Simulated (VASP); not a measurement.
# Al (Fm-3m) in VASP: notebook

The runs below take Al through relaxation of cell and atoms, vibrations by finite differences, with LDA.

Everything below comes from runs of VASP 6.6.1. Logs are shortened: lines on timing, memory, paths and dates and some standing lists are left out, and cuts for length are marked.

## 1. The structure

The structure is cubic, space group Fm-3m (No. 225). The conventional cell has a = 4.050 Å, b = 4.050 Å, c = 4.050 Å, α = 90.00°, β = 90.00°, γ = 90.00°. Al (site symmetry m-3m) is surrounded by 12 Al at 2.86 Å.

## 2. Relaxation of cell and atoms, LDA

Input file INCAR:

```
ALGO     = Normal         # electronic algorithm
EDIFF    = 1E-7           # SCF threshold, eV
EDIFFG   = -0.002         # ionic threshold
ENCUT    = 350            # plane-wave cutoff, eV
GGA      = CA             # functional
IBRION   = 2              # ionic algorithm
ISIF     = 3              # what is computed and relaxed
ISMEAR   = 0              # smearing method
LASPH    = True           # aspherical terms in the spheres
LCHARG   = False          # write CHGCAR
LREAL    = False          # projectors in reciprocal space
LWAVE    = False          # write WAVECAR
NELM     = 60             # most SCF steps
NSW      = 80             # ionic steps
PREC     = Accurate       # precision mode
SIGMA    = 0.1            # smearing width, eV
```

Input file KPOINTS:

```
k-points
0
Gamma
  10 10 10
```

Input file POSCAR:

```
Al
1.0
    0.0000000000      2.0248050000      2.0248050000
    2.0248050000      0.0000000000      2.0248050000
    2.0248050000      2.0248050000      0.0000000000
Al
1
Direct
    0.0000000000      0.0000000000      0.0000000000
```

Potentials or basis: VASP PAW LDA potentials, release 64 (Al).

Started as:

```sh
cat potpaw_LDA.64/Al/POTCAR > POTCAR
mpirun -np 1 vasp_std > vasp.out
```

OUTCAR:

```text
EDIFF = 1E-7
   EDIFFG = -0.002
   ENCUT = 350
   GGA = CA
   IBRION = 2
   ISIF = 3
   ISMEAR = 0
   LASPH = True
   LREAL = False
   NELM = 60
   NSW = 80
   PREC = Accurate

 ion  position               nearest neighbor table
   1  0.000  0.000  0.000-

  LATTYP: Found a face centered cubic cell.
 ALAT       =     4.0496100000

  Lattice vectors:

 A1 = (   0.0000000000,   2.0248050000,   2.0248050000)
 A2 = (   2.0248050000,   0.0000000000,   2.0248050000)
 A3 = (   2.0248050000,   2.0248050000,   0.0000000000)

Analysis of symmetry for initial positions (statically):
=====================================================================
 Subroutine PRICEL returns:
 Original cell was already a primitive cell.

 Routine SETGRP: Setting up the symmetry group for a
 face centered cubic supercell.

 Subroutine GETGRP returns: Found 48 space group operations
 (whereof 48 operations were pure point group operations)
 out of a pool of 48 trial point group operations.

The static configuration has the point symmetry O_h .

Analysis of symmetry for dynamics (positions and initial velocities):
=====================================================================
 Subroutine PRICEL returns:
 Original cell was already a primitive cell.

 Routine SETGRP: Setting up the symmetry group for a
 face centered cubic supercell.

 Subroutine GETGRP returns: Found 48 space group operations
 (whereof 48 operations were pure point group operations)
 out of a pool of 48 trial point group operations.

The dynamic configuration has the point symmetry O_h .

 Subroutine INISYM returns: Found 48 space group operations
 (whereof 48 operations are pure point group operations),
 and found     1 'primitive' translations

----------------------------------------------------------------------------------------

                                     Primitive cell

  volume of cell :      16.6027

  direct lattice vectors                    reciprocal lattice vectors
     0.000000000  2.024805000  2.024805000    -0.246937359  0.246937359  0.246937359
     2.024805000  0.000000000  2.024805000     0.246937359 -0.246937359  0.246937359
     2.024805000  2.024805000  0.000000000     0.246937359  0.246937359 -0.246937359

  length of vectors
     2.863506692  2.863506692  2.863506692     0.427708053  0.427708053  0.427708053

  position of ions in fractional coordinates (direct lattice)
     0.000000000  0.000000000  0.000000000

  ion indices of the primitive-cell ions
   primitive index   ion index
                 1           1

----------------------------------------------------------------------------------------

 KPOINTS: k-points

Automatic generation of k-mesh.
 Grid dimensions read from file:
 generate k-points for:   10   10   10

 Generating k-lattice:

  Cartesian coordinates                     Fractional coordinates (reciprocal lattice)
    -0.024693736  0.024693736  0.024693736     0.100000000  0.000000000  0.000000000
     0.024693736 -0.024693736  0.024693736     0.000000000  0.100000000  0.000000000
     0.024693736  0.024693736 -0.024693736     0.000000000  0.000000000  0.100000000

  Length of vectors
     0.042770805  0.042770805  0.042770805

  Shift w.r.t. Gamma in fractional coordinates (k-lattice)
     0.000000000  0.000000000  0.000000000

 Subroutine IBZKPT returns following result:
 ===========================================

 Found     47 irreducible k-points:

 Following reciprocal coordinates:
            Coordinates               Weight
  0.000000  0.000000  0.000000      1.000000
  0.100000  0.000000  0.000000      8.000000
  0.200000  0.000000  0.000000      8.000000
  0.300000  0.000000  0.000000      8.000000
  0.400000  0.000000  0.000000      8.000000
  0.500000  0.000000  0.000000      4.000000
[... 16 lines left out ...]
  0.300000  0.300000  0.000000      6.000000
  0.400000  0.300000  0.000000     24.000000
 [... further k-points ...]
   k-points           NKPTS =     47   k-points in BZ     NKDIM =     47   number of bands    NBANDS=      5
   number of dos      NEDOS =    301   number of ions     NIONS =      1
   total plane-waves  NPLWV =   5832
   dimension x,y,z NGX =    18 NGY =   18 NGZ =   18
   dimension x,y,z NGXF=    36 NGYF=   36 NGZF=   36
   ions per type =               1
   NGX,Y,Z   is equivalent  to a cutoff of  10.45, 10.45, 10.45 a.u.
   NGXF,Y,Z  is equivalent  to a cutoff of  20.90, 20.90, 20.90 a.u.
 SYSTEM =  unknown system
   PREC   = accura    normal or accurate (medium, high low for compatibility)
   ISTART =      0    job   : 0-new  1-cont  2-samecut
   ICHARG =      2    charge: 1-file 2-atom 10-const
   ISPIN  =      1    spin polarized calculation?
   LNONCOLLINEAR =      F non collinear calculations
   LSORBIT =      F    spin-orbit coupling
   LASPH  =      T    aspherical Exc in radial PAW
   ENCUT  =  350.0 eV  25.72 Ry    5.07 a.u.   4.37  4.37  4.37*2*pi/ulx,y,z
   NELM   =     60;   NELMIN=  2; NELMDL= -5     # of ELM steps
   EDIFF  = 0.1E-06   stopping-criterion for ELM
   LREAL  =      F    real-space projection
   EDIFFG = -.2E-02   stopping-criterion for IOM
   NSW    =     80    number of steps for IOM
   IBRION =      2    ionic relax: 0-MD 1-quasi-New 2-CG
   NFREE  =      1    steps in history (QN), initial steepest desc. (CG)
   ISIF   =      3    stress and relaxation
   ISYM   =      2    0-nonsym 1-usesym 2-fastsym
   POTIM  = 0.5000    time-step for ionic-motion
   TEBEG  =    0.0;   TEEND  =   0.0 temperature during run
   PSTRESS=    0.0 pullay stress
   NELECT =       3.0000    total number of electrons
   NUPDOWN=      -1.0000    fix difference up-down
   EMIN   =  10.00;   EMAX   =-10.00  energy-range for DOS
   EFERMI =   0.00;   METHOD = LEGACY
   ISMEAR =     0;   SIGMA  =   0.10  broadening in eV -4-tet -1-fermi 0-gaus
   EFERMI_NEDOS =   21; number of points for ismear=-14 and -15
   IALGO  =     38    algorithm
   IMIX   =      4    mixing-type and parameters
     AMIX     =   0.40;   BMIX     =  1.00
     AMIX_MAG =   1.60;   BMIX_MAG =  1.00
  volume/ion in A,a.u.               =      16.60       112.04
  Fermi-wavevector in a.u.,A,eV,Ry     =   0.925526  1.748991 11.654733  0.856599
  Thomas-Fermi vector in A             =   2.051390
   LORBIT       =      0    0 simple, 1 ext, 2 COOP (PROOUT), +10 PAW based schemes
   GGA     = CA    functional components
   LHFCALC =     F    Hartree Fock is set to
   AEXX    =    0.0000 exact exchange contribution
   IVDW    =     0    specifies the selected vdW correction
   LEPSILON=     F    determine dielectric tensor
   LRPA    =     F    only Hartree local field effects (RPA)
 conjugate gradient relaxation of ions
 non-spin polarized calculation
 Gauss-broadening in eV      SIGMA  =   0.10
  energy-cutoff  :      350.00
  volume of cell :       16.60
 maximum number of plane-waves:       262
 NGX is ok and might be reduce to    18
   NGX =  9   NGY =  9   NGZ =  9

--------------------------------------- Ionic step        1  -------------------------------------------

 number of electron       3.0000000 magnetization

 Free energy of the ion-electron system (eV)
  ---------------------------------------------------
  ext. energy  EPLUGINS =         0.00000000
  ---------------------------------------------------
  free energy    TOTEN  =        -4.16343400 eV

  energy without entropy =       -4.15787629  energy(sigma->0) =       -4.16065515

------------------------ aborting loop because EDIFF is reached ----------------------------------------

  FORCE on cell =-STRESS in cart. coord.  units (eV):
  Direction    XX          YY          ZZ          XY          YZ          ZX
  --------------------------------------------------------------------------------------
  -------------------------------------------------------------------------------------
  Total       -0.3679613     -0.3679613     -0.3679613     -0.0000000      0.0000000     -0.0000000
  in kB      -35.5085667    -35.5085667    -35.5085667     -0.0000000      0.0000000     -0.0000000
  external PRESSURE =     -35.5085667 kB  Pullay stress =       0.0000000 kB

 VOLUME and BASIS-vectors are now :
 -----------------------------------------------------------------------------
  energy-cutoff  :      350.00
  volume of cell :       16.60
      direct lattice vectors                 reciprocal lattice vectors
     0.000000000  2.024805000  2.024805000    -0.246937359  0.246937359  0.246937359
     2.024805000  0.000000000  2.024805000     0.246937359 -0.246937359  0.246937359
     2.024805000  2.024805000  0.000000000     0.246937359  0.246937359 -0.246937359
[... 36 lines left out ...]
 POSITION                                       TOTAL-FORCE (eV/Angst)
 -----------------------------------------------------------------------------------
      1.98886      1.98886      3.97772        -0.000000      0.000000      0.000000
 -----------------------------------------------------------------------------------
    total drift:                                0.000000     -0.000000      0.000000

  FREE ENERGIE OF THE ION-ELECTRON SYSTEM (eV)
  ---------------------------------------------------
  free  energy   TOTEN  =        -4.1734326186 eV

  energy  without entropy=       -4.1690269710  energy(sigma->0) =       -4.17122979

--------------------------------------- Ionic step        3  -------------------------------------------

 number of electron       3.0000000 magnetization

 Free energy of the ion-electron system (eV)
  ---------------------------------------------------
  ext. energy  EPLUGINS =         0.00000000
  ---------------------------------------------------
  free energy    TOTEN  =        -4.17343821 eV

  energy without entropy =       -4.16899624  energy(sigma->0) =       -4.17121722

 E-fermi :   8.4055     XC(G=0): -10.5173

 val. band max:        8.3916982558   @ k =  -0.4000   0.4000   0.0000
 cond. band min:       8.5002777612   @ k =  -0.3000   0.2000   0.0000
 fundamental gap:      0.1085795054
 Fermi energy:         8.4054715539

 k-point     1 :       0.0000    0.0000    0.0000
  band No.  band energies     occupation
      1      -3.1434      2.00000
      2      21.1068      0.00000
      3      21.1068      0.00000
      4      21.1068      0.00000
      5      22.7838      0.00000

 k-point     2 :       0.1000    0.0000    0.0000
  band No.  band energies     occupation
      1      -2.8639      2.00000
      2      17.8078      0.00000
      3      20.4146      0.00000
      4      20.4146      0.00000
      5      23.4479      0.00000

 k-point     3 :       0.2000    0.0000    0.0000
  band No.  band energies     occupation
      1      -2.0290      2.00000
      2      13.7327      0.00000
      3      19.6615      0.00000
      4      19.6615      0.00000
      5      23.1705      0.00000
[... 153 lines left out ...]
 k-point    23 :       0.3000    0.3000    0.0000
  band No.  band energies     occupation
      1       0.1713      2.00000
      2      14.3006      0.00000
      3      15.0531      0.00000
      4      15.2819      0.00000
      5      15.2819      0.00000

 k-point    24 :       0.4000    0.3000    0.0000
  band No.  band energies     occupation
      1       1.5259      2.00000
      2      11.7775      0.00000
      3      12.2723      0.00000
      4      14.8928      0.00000
      5      16.2075      0.00000

 [... further k-points ...]

------------------------ aborting loop because EDIFF is reached ----------------------------------------

  FORCE on cell =-STRESS in cart. coord.  units (eV):
  Direction    XX          YY          ZZ          XY          YZ          ZX
  --------------------------------------------------------------------------------------
  -------------------------------------------------------------------------------------
  Total        0.0001122      0.0001122      0.0001122     -0.0000000     -0.0000000     -0.0000000
  in kB        0.0114146      0.0114146      0.0114146     -0.0000000     -0.0000000     -0.0000000
  external PRESSURE =       0.0114146 kB  Pullay stress =       0.0000000 kB

 VOLUME and BASIS-vectors are now :
 -----------------------------------------------------------------------------
  energy-cutoff  :      350.00
  volume of cell :       15.75
      direct lattice vectors                 reciprocal lattice vectors
    -0.000000000  1.989647262  1.989647262    -0.251300826  0.251300826  0.251300826
     1.989647262  0.000000000  1.989647262     0.251300826 -0.251300826  0.251300826
     1.989647262  1.989647262 -0.000000000     0.251300826  0.251300826 -0.251300826

 POSITION                                       TOTAL-FORCE (eV/Angst)
 -----------------------------------------------------------------------------------
      0.00000      0.00000     -0.00000         0.000000      0.000000      0.000000
 -----------------------------------------------------------------------------------
    total drift:                                0.000000     -0.000000     -0.000000

  FREE ENERGIE OF THE ION-ELECTRON SYSTEM (eV)
  ---------------------------------------------------
  free  energy   TOTEN  =        -4.1734382095 eV

  energy  without entropy=       -4.1689962378  energy(sigma->0) =       -4.17121722

 reached required accuracy - stopping structural energy minimisation
```

Wall time 2.8 s (1 thread of Intel Xeon Platinum 8488C (Sapphire Rapids), shared host); peak memory 0.1 GiB.

What came out:

```yaml
Free_energy: -4.1734 eV
Relaxed_volume: 15.75 Å³/atom
Relaxed_cell: a = 2.814 Å, b = 2.814 Å, c = 2.814 Å, α = 60.00°, β = 60.00°, γ = 60.00°
Space_group_after_relaxing_to_0.05_Å: Fm-3m (No. 225)
Energy_gained_by_relaxing: 10.0 meV/atom
Ionic_steps: 3
Pressure_after_relaxing: 0.0 GPa
Band_gap_on_the_k_mesh: none (metal or under the smearing width)
```

The path:
```tsv
step	energy change (eV)	largest force (eV/Å)	pressure (GPa)	volume (Å³)
1	0.0000	0.0000	-3.55	16.60
2	-0.0100	0.0000	0.09	15.73
3	-0.0100	0.0000	0.00	15.75
```

Final structure:
```cif
data_structure
_symmetry_space_group_name_H-M 'P 1'
_symmetry_Int_Tables_number 1
_cell_length_a 2.8138
_cell_length_b 2.8138
_cell_length_c 2.8138
_cell_angle_alpha 60.000
_cell_angle_beta 60.000
_cell_angle_gamma 60.000
_cell_volume 15.75
loop_
_atom_site_label
_atom_site_type_symbol
_atom_site_fract_x
_atom_site_fract_y
_atom_site_fract_z
_atom_site_occupancy
Al1 Al 0.00000 0.00000 0.00000 1
```

## 3. Relaxation of cell and atoms, LDA

This run uses another cell than the first one, of 15.75 Å³/atom, 0.949 times its volume.

INCAR is that of step 2.

KPOINTS is that of step 2.

Input file POSCAR:

```
Al                                      
1.0
   -0.0000000000      1.9896472618      1.9896472618
    1.9896472618      0.0000000000      1.9896472618
    1.9896472618      1.9896472618     -0.0000000000
  Al            
     1
Direct
     0.0000000000000000    0.0000000000000000    0.0000000000000000
```

Potentials or basis: VASP PAW LDA potentials, release 64 (Al).

Started as:

```sh
cat potpaw_LDA.64/Al/POTCAR > POTCAR
mpirun -np 1 vasp_std > vasp.out
```

Run time: 1.8 s. Hardware: 1 thread of Intel Xeon Platinum 8488C (Sapphire Rapids), shared host; peak memory 0.1 GiB.

The run converged. Its results:

```
Free energy             : -4.1731 eV
Pressure after relaxing : 0.0 GPa
Band gap on the k mesh  : none (metal or under the smearing width)
```

Final structure:
```
CELL_PARAMETERS angstrom
0.00000 1.98965 1.98965
1.98965 0.00000 1.98965
1.98965 1.98965 0.00000
ATOMIC_POSITIONS crystal
Al 0.00000 0.00000 0.00000
```

Levels at points of the mesh, in eV from the Fermi level:
| k point | band 1 | band 2 | band 3 | band 4 |
| --- | --- | --- | --- | --- |
| (0.00, 0.00, 0.00) | -11.55 | 12.70 | 12.70 | 12.70 |
| (0.50, 0.00, 0.00) | -4.86 | -4.58 | 11.53 | 11.53 |
| (0.50, 0.50, 0.00) | -3.14 | -1.75 | 5.18 | 5.63 |

Caveat: the relaxation stopped at its first step, so nothing moved.

## 4. Vibrations by finite differences, LDA

This run uses another cell than the first one, of 15.75 Å³/atom, 0.949 times its volume.

Input file INCAR:

```
SYSTEM = Al
ALGO = Normal
EDIFF = 1E-8
ENCUT = 350
GGA = CA
IBRION = 6
ISIF = 3
ISMEAR = 0
LASPH = .TRUE.
LCHARG = .FALSE.
LREAL = .FALSE.
LWAVE = .FALSE.
NELM = 60
NFREE = 2
NSW = 1
POTIM = 0.015
PREC = Accurate
SIGMA = 0.1
```

Input file KPOINTS:

```
k-points
0
G
  10 10 10
  0 0 0
```

Input file POSCAR:

```
Al                                      
1.0
    0.0000000000      1.9896472618      1.9896472618
    1.9896472618      0.0000000000      1.9896472618
    1.9896472618      1.9896472618      0.0000000000
  Al            
     1
Direct
     0.0000000000000000    0.0000000000000000    0.0000000000000000
```

Started as:

```sh
cat potpaw_LDA.64/Al/POTCAR > POTCAR
mpirun -np 1 vasp_std > vasp.out
```

It took 29 s on 1 thread of Intel Xeon Platinum 8488C (Sapphire Rapids), shared host; peak memory 0.13 GiB.

The run converged. Its results:

```
Elastic constants C11, C12, C44 : 15, 107, -34 GPa
Voigt bulk modulus              : 77 GPa
```

Elastic tensor in Voigt notation (GPa, in the Cartesian axes of the cell as first typed):
```
 15 107 107   0   0   0
107  15 107   0   0   0
107 107  15   0   0   0
  0   0   0 -34   0   0
  0   0   0   0 -34   0
  0   0   0   0   0 -34
```

Clamped-ion elastic tensor (GPa):
```
 15 107 107   0   0   0
107  15 107   0   0   0
107 107  15   0   0   0
  0   0   0 -34   0   0
  0   0   0   0 -34   0
  0   0   0   0   0 -34
```

Caveat: the elastic tensor has a negative eigenvalue, so either the cell is unstable as it stands or the mesh is too thin.
